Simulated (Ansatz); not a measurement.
B2P3: relaxation step by step

The guess for B2P3 was made by a generator: random cell by space group and Wyckoff sites (R-3m, No. 166). Lengths were set from tabulated atomic sizes, so they are only a guess.

```xyz
5
Lattice="2.8092 1.6219 2.6637 -2.8092 1.6219 2.6637 0.0000 -3.2438 2.6637" Properties=species:S:1:pos:R:3 pbc="T T T"
B     0.0000    0.0000    3.9955
B     0.0000    0.0000    0.0000
P     0.0000   -1.6219    1.3318
P     1.4046    0.8109    1.3318
P    -1.4046    0.8109    1.3318
```

Theory: DFT PBE, scalar-relativistic, plane waves, PAW in Ansatz. Cutoff 420 eV, Gaussian smearing, Γ-centred meshes. Cell and atoms relax first on a coarse mesh and then on a finer one. In between, the cell is made exact in the group found at 0.06 Å. In metals the finer mesh still leaves noise of several meV/atom or more. The steps can't lower the symmetry of their start. No spin polarisation.

Steps on the 6×6×6 mesh (5 atoms, 11 steps). The free energy counts from the last step; some steps are skipped; the plane-wave basis is renewed at times, which shifts energy and pressure.

| step | ΔF (meV/atom) | V (Å³/atom) | P (GPa) |
| --- | --- | --- | --- |
| 1 | 269.1 | 14.56 | -9.05 |
| 2 | 150.7 | 13.61 | -5.79 |
| 3 | 67.3 | 12.70 | -0.23 |
| 4 | 31.4 | 12.55 | 1.35 |
| 5 | 10.1 | 12.67 | 0.84 |
| 7 | 5.7 | 12.87 | -0.43 |
| 8 | 5.6 | 12.82 | 0.00 |
| 9 | 0.4 | 12.82 | 0.39 |
| 10 | 0.0 | 12.88 | 0.05 |
| 11 | 0.0 | 12.88 | 0.06 |

The relaxed structure, after a last relaxation on the converged mesh:

```cif
data_structure
_symmetry_space_group_name_H-M 'R-3m:H'
_symmetry_Int_Tables_number 166
_cell_length_a 4.8442
_cell_length_b 4.8442
_cell_length_c 9.5002
_cell_angle_alpha 90.000
_cell_angle_beta 90.000
_cell_angle_gamma 120.000
_cell_volume 193.07
loop_
_atom_site_label
_atom_site_type_symbol
_atom_site_symmetry_multiplicity
_atom_site_Wyckoff_symbol
_atom_site_fract_x
_atom_site_fract_y
_atom_site_fract_z
_atom_site_occupancy
B1 B 3 b 0.33333 0.66667 0.16667 1
B2 B 3 a 0.00000 0.00000 0.00000 1
P1 P 9 d 0.16667 0.33333 0.83333 1
```

The symmetry stays R-3m (No. 166). The volume per atom shrinks by 11.6 %, from 14.6 to 12.9 Å³. The shortest distance goes from 2.10 Å (B–P) to 2.11 Å (B–P). The ratio c/a of the conventional cell changes by a factor of 1.38. The energy falls by about 0.25 eV/atom (the start's value is from the coarse mesh). Around B on its first site lie 6 P at 2.42 Å; B on its second site is surrounded by 6 P at 2.11 Å; P is surrounded by 2 B at 2.11 Å, 2 B at 2.42 Å and 4 P at 2.42 Å.

* Volume per atom: 12.87 Å³
* Density: 2.96 g/cm³
* Energy over the elements: +1.18 eV/atom
* Gap on the 12×12×12 mesh of the 5-atom cell: 0 eV (a metal)

Formation energies are uncorrected and refer to the elements' standard structures at the same level. The references include black phosphorus.

The last run used Gaussian smearing of 0.10 eV. An odd number of electrons in the primitive cell allows no gap without spin; a larger cell or a magnetic state could open one. The cell is a metal run without spin; a magnetic state may lie lower. The reference form of P is held partly by dispersion forces, which this level lacks. Symmetry constrained the relaxation, so the result can be a saddle point. In all, the 3 runs took 3.3 min on 1 thread of AMD EPYC (Zen 3), on a shared host. Another cell of B2P3 relaxed alike, in P-62m, lies 0.91 eV/atom lower, so this cell isn't the stable form at this level.
